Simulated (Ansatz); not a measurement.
## Straining WSe₂

The calculation used Ansatz 0.2.0, DFT PBEsol+D3(BJ), scalar-relativistic, plane waves, PAW. Run with 420 eV cutoff, 12×12×4 k-mesh, Gaussian smearing of 0.02 eV, no spin polarisation.

The relaxed crystal:

```yaml
crystal:
  lattice:
    - [3.23048, 0.00000, 0.00000]
    - [-1.61524, 2.79768, 0.00000]
    - [0.00000, 0.00000, 12.41668]
  atoms:
    - { symbol: W, position: [0.66667, 0.33333, 0.24993] }
    - { symbol: W, position: [0.33333, 0.66667, 0.75007] }
    - { symbol: Se, position: [0.33333, 0.66667, 0.38532] }
    - { symbol: Se, position: [0.66667, 0.33333, 0.88546] }
    - { symbol: Se, position: [0.33333, 0.66667, 0.11454] }
    - { symbol: Se, position: [0.66667, 0.33333, 0.61468] }
```

Deformation: biaxial strain in the a-b plane, with the length and tilt of c and the atoms relaxed, all within the symmetry that the strain leaves. Energies are extrapolated to zero smearing. Gaps are Kohn–Sham gaps over the whole zone.

Spin-orbit coupling is left out, which matters for the bands and energies of heavy elements.

```tsv
strain (%)	ΔE (meV/atom)	a (Å)	b (Å)	c (Å)	gap (eV)
-4.5	68.0	3.085	3.085	12.650	0.60
-3.0	29.1	3.134	3.134	12.567	0.70
-1.5	7.0	3.182	3.182	12.487	0.69
+0.0	0.0	3.230	3.230	12.417	0.67
+1.5	6.5	3.279	3.279	12.338	0.67
+3.0	25.4	3.327	3.327	12.267	0.68
+4.5	55.4	3.376	3.376	12.199	0.61
```

(1) What stiffness (1/V) d²E/dε² at zero strain does a cubic fit over all points give?

(2) How does the free axis c answer a small strain?

(3) How fast does the gap move with strain on either side?

Results:

(1) A cubic fit gives (1/V) d²E/dε² = 523 GPa at zero strain (twice the biaxial modulus).

(2) Between the innermost points its strain is -0.40 times the applied one.

(3) -10 meV per percent on the compressed side and -3 meV per percent on the stretched side; it is indirect at -1.5 %, indirect at zero and indirect at +1.5 %.